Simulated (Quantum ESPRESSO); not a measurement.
A calculation with Quantum ESPRESSO 7.5 of CuO (native input, structure typed inline):

pw.in

```
&CONTROL
  calculation = 'scf'
  prefix = 'pwscf'
  outdir = './tmp'
  pseudo_dir = './pseudo'
  tprnfor = .true.
  tstress = .true.
  disk_io = 'nowf'
/
&SYSTEM
  ibrav = 0
  nat = 4
  ntyp = 2
  ecutwfc = 55
  ecutrho = 440
  nbnd = 25
  occupations = 'smearing'
  smearing = 'fd'
  degauss = 0.00367493
/
&ELECTRONS
  conv_thr = 8d-10
  electron_maxstep = 120
  mixing_beta = 0.5
/
ATOMIC_SPECIES
Cu    63.5460 Cu.paw.z_11.ld1.psl.v1.0.0-low.upf
O     15.9990 O.pbe-n-kjpaw_psl.0.1.UPF
CELL_PARAMETERS angstrom
   1.9909680000   -2.1535500000    0.0000000000
   1.9909680000    2.1535500000    0.0000000000
   0.0000000000    0.0000000000    5.1559280000
ATOMIC_POSITIONS crystal
Cu     0.5000000000    0.0000000000    0.0000000000
Cu     0.0000000000    0.5000000000    0.5000000000
O      0.5000000000    0.5000000000    0.2500000000
O      0.5000000000    0.5000000000    0.7500000000
K_POINTS automatic
9 9 5 0 0 0
```

Potentials or basis: SSSP 1.3 efficiency PBE.

Run with:

```console
$ OMP_NUM_THREADS=1 pw.x -in pw.in > pw.out
```

Measurements of this composition are mostly on another form, of space group No. 15.

Write the same calculation in another form: ASE script, structure from a POSCAR.

As run:

The input run.py:

```python
import numpy as np
from ase.calculators.espresso import Espresso, EspressoProfile
from ase.io import read

atoms = read('POSCAR')

input_data = {
    'control': {'calculation': 'scf', 'prefix': 'pwscf', 'outdir': './tmp', 'tprnfor': True, 'tstress': True, 'disk_io': 'nowf'},
    'system': {'ecutwfc': 55.0, 'ecutrho': 440.0, 'nbnd': 25, 'occupations': 'smearing', 'smearing': 'fd', 'degauss': 0.00367493},
    'electrons': {'conv_thr': 8e-10, 'electron_maxstep': 120, 'mixing_beta': 0.5},
}
pseudopotentials = {'Cu': 'Cu.paw.z_11.ld1.psl.v1.0.0-low.upf', 'O': 'O.pbe-n-kjpaw_psl.0.1.UPF'}
profile = EspressoProfile(command='pw.x', pseudo_dir='pseudo')
dft = Espresso(profile=profile, input_data=input_data, pseudopotentials=pseudopotentials, kpts=(9, 9, 5), koffset=(0, 0, 0))
atoms.calc = dft

print(f'energy {atoms.get_potential_energy():.8f} eV')
print('forces (eV/A)')
print(np.round(atoms.get_forces(), 6))
print('stress (eV/A^3, Voigt)')
print(np.round(atoms.get_stress(), 8))
print(f'Fermi level {dft.get_fermi_level():.4f} eV')
```

The input POSCAR:

```
CuO
1.0
    1.9909680000     -2.1535500000      0.0000000000
    1.9909680000      2.1535500000      0.0000000000
    0.0000000000      0.0000000000      5.1559280000
Cu O
2 2
Direct
    0.5000000000      0.0000000000      0.0000000000
    0.0000000000      0.5000000000      0.5000000000
    0.5000000000      0.5000000000      0.2500000000
    0.5000000000      0.5000000000      0.7500000000
```

Potentials or basis: SSSP 1.3 efficiency PBE.

Command:

```console
$ OMP_NUM_THREADS=1 python run.py
```

Both were run:

|  | native input, structure typed inline | ASE script, structure from a POSCAR |
| --- | --- | --- |
| Pressure | 1.2 GPa | 1.2 GPa |
| Band gap on the k mesh | none (metal or under the smearing width) | none (metal or under the smearing width) |

Keys that steer only the numerical path or the files written may differ.

Caveat: the run has no spin polarisation, though such a crystal can be magnetic; semilocal functionals often make such compounds metallic where correlation or magnetic order opens a gap, which also shifts bond lengths.
